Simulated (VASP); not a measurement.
Set up this calculation in VASP 6.6.1, as the native input.

```yaml
Task: band structure
Functional: LDA
Potentials_or_basis: VASP PAW LDA potentials, release 64 (Si)
Cutoff: 450 eV
k_mesh: 10 × 10 × 10
Occupations: gaussian, width 0.02 eV
Spin: no spin polarisation
Further_INCAR_settings: ALGO = Normal; EDIFF = 1e-06
```

The structure of Si lies in POSCAR:

```
Si                                      
1.0
    0.0000000000      2.7342859811      2.7342859811
    2.7342859811      0.0000000000      2.7342859811
    2.7342859811      2.7342859811      0.0000000000
  Si            
     2
Direct
     0.7500000000000000    0.7500000000000000    0.7500000000000000
     0.5000000000000000    0.5000000000000000    0.5000000000000000
```

The input as run:

INCAR

```
PREC = Accurate
ENCUT = 450
EDIFF = 1E-6
ISMEAR = 0
SIGMA = 0.02
LREAL = False
LASPH = True
NELM = 120
ALGO = Normal
ISIF = 2
LWAVE = False
LCHARG = False
KPAR = 2
```

KPOINTS

```
Automatic mesh
0
Gamma
  10 10 10
```

KPOINTS_OPT

```
path GXWKGLUWLK,UX
10
line-mode
reciprocal
 0.0000000000  0.0000000000  0.0000000000  G
 0.5000000000  0.0000000000  0.5000000000  X

 0.5000000000  0.0000000000  0.5000000000  X
 0.5000000000  0.2500000000  0.7500000000  W

 0.5000000000  0.2500000000  0.7500000000  W
 0.3750000000  0.3750000000  0.7500000000  K

 0.3750000000  0.3750000000  0.7500000000  K
 0.0000000000  0.0000000000  0.0000000000  G

 0.0000000000  0.0000000000  0.0000000000  G
 0.5000000000  0.5000000000  0.5000000000  L

 0.5000000000  0.5000000000  0.5000000000  L
 0.6250000000  0.2500000000  0.6250000000  U

 0.6250000000  0.2500000000  0.6250000000  U
 0.5000000000  0.2500000000  0.7500000000  W

 0.5000000000  0.2500000000  0.7500000000  W
 0.5000000000  0.5000000000  0.5000000000  L

 0.5000000000  0.5000000000  0.5000000000  L
 0.3750000000  0.3750000000  0.7500000000  K

 0.6250000000  0.2500000000  0.6250000000  U
 0.5000000000  0.0000000000  0.5000000000  X
```

Potentials or basis: VASP PAW LDA potentials, release 64 (Si).

Command:

```sh
$ cat potpaw_LDA.64/Si/POTCAR > POTCAR
$ mpirun -np 2 vasp_std > vasp.out
```

Results of the run:

```
Pressure                : -3.2 GPa
Band gap on the k mesh  : 0.51 eV, indirect (least direct gap 2.51 eV)
Band gap along the path : 0.52 eV, indirect (least direct gap 2.51 eV)
```

It took 6.3 s on 2 MPI ranks on Intel(R) Xeon(R) 6975P-C (Granite Rapids) (shared host), peak memory 0.13 GiB a rank.
